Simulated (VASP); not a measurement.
A run of VASP 6.6.1 is set up as follows.

File INCAR:

```
SYSTEM = Si
PREC     = Accurate       ! precision mode
ENCUT    = 600            ! plane-wave cutoff, eV
EDIFF    = 1E-6           ! SCF threshold, eV
ISMEAR   = 1              ! smearing method
SIGMA    = 0.1            ! smearing width, eV
LREAL    = .FALSE.        ! projectors in reciprocal space
LASPH    = .TRUE.         ! aspherical terms in the spheres
NELM     = 80             ! most SCF steps
ALGO     = Normal         ! electronic algorithm
ISIF     = 3              ! what is computed and relaxed
LWAVE    = .FALSE.        ! write WAVECAR
LCHARG   = .FALSE.        ! write CHGCAR
GGA      = PE             ! functional
IBRION   = 2              ! ionic algorithm
NSW      = 90             ! ionic steps
EDIFFG   = -0.01          ! ionic threshold
PSTRESS  = 158.0
```

The input KPOINTS:

```
regular mesh
0
G
  16 16 16
  0 0 0
```

Contents of POSCAR:

```
Si
1.0
   -2.2510000000      2.3685000000      1.2750000000
    2.2510000000     -2.3685000000      1.2750000000
    2.2510000000      2.3685000000     -1.2750000000
Si
2
Direct
    0.8070000000      0.0570000000      0.7500000000
    0.1930000000      0.9430000000      0.2500000000
```

Potentials or basis: VASP PAW PBE potentials, release 64 (Si).

The run is started by

```sh
$ cat potpaw_PBE.64/Si/POTCAR > POTCAR
$ mpirun -np 1 vasp_std > vasp.out
```

Problem. Estimate the relaxed cell.

Solution. a = 3.492 Å, b = 3.492 Å, c = 3.492 Å, α = 102.30°, β = 93.21°, γ = 136.97°.

Problem. Estimate the relaxed volume.

Solution. 13.47 Å³/atom.

Final structure:
```
Si
1.0
    -2.19067    2.39940    1.28095
     2.19067   -2.39940    1.28095
     2.19067    2.39940   -1.28095
Si
2
Cartesian
  2.1907 1.1997 1.2521
  0.0000 1.1997 0.0289
```

Caveat: the cell is relaxed towards a set pressure, so the enthalpy falls and the energy may rise.
